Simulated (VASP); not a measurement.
Input of a VASP 6.6.1 run:

INCAR

```
PREC = Accurate
ENCUT = 520
EDIFF = 1E-6
ISMEAR = 0
SIGMA = 0.03
LREAL = F
LASPH = T
NELM = 80
ALGO = Fast
ISIF = 2
LWAVE = F
LCHARG = F
LMAXMIX = 4
GGA = PE
NBANDS = 33
KPAR = 2
```

Contents of KPOINTS:

```
Automatic mesh
0
Gamma
  10 10 10
```

Contents of POSCAR:

```
TiO2                                    
1.0
   -1.8860493893      1.8860493893      4.7794972993
    1.8860493893     -1.8860493893      4.7794972993
    1.8860493893      1.8860493893     -4.7794972993
  Ti              O             
     2     4
Direct
     0.0000000000000000    0.0000000000000000    0.0000000000000000
     0.7500000000000000    0.2500000000000000    0.5000000000000000
     0.2075587146242199    0.2075587146242199    0.0000000000000000
     0.9575587146242199    0.4575587146242199    0.5000000000000000
     0.5424412853757801    0.0424412853757801    0.5000000000000000
     0.7924412853757801    0.7924412853757801    0.0000000000000000
```

The input KPOINTS_OPT:

```
explicit points
188
Reciprocal
 0.0000000000  0.0000000000  0.0000000000 1
-0.0555555556  0.0555555556  0.0000000000 1
-0.1111111111  0.1111111111  0.0000000000 1
-0.1666666667  0.1666666667  0.0000000000 1
-0.2222222222  0.2222222222  0.0000000000 1
-0.2777777778  0.2777777778  0.0000000000 1
[... 180 lines left out ...]
 0.0265001700  0.0265001700  0.4734998300 1
-0.0265001700 -0.0265001700  0.5265001700 1
```

Potentials or basis: VASP PAW PBE potentials, release 64 (Ti_sv, O).

The run is started by

```sh
$ cat potpaw_PBE.64/Ti_sv/POTCAR potpaw_PBE.64/O/POTCAR > POTCAR
$ mpirun -np 2 vasp_std > vasp.out
```

Question: Predict the pressure.

Answer: 6.5 GPa.

Question: What does it give for the largest force?

Answer: 0.112 eV/Å.

Question: Predict the band gap along the path.

Answer: 2.13 eV, indirect (least direct gap 2.46 eV).

Forces in eV/Å, atoms in the order of the input:
```
Ti   0.000  0.000  0.000
Ti   0.000  0.000  0.000
O    0.000  0.000  0.112
O    0.000  0.000  0.112
O    0.000  0.000 -0.112
O    0.000  0.000 -0.112
```

As with any semilocal functional, this PBE gap is likely too small.
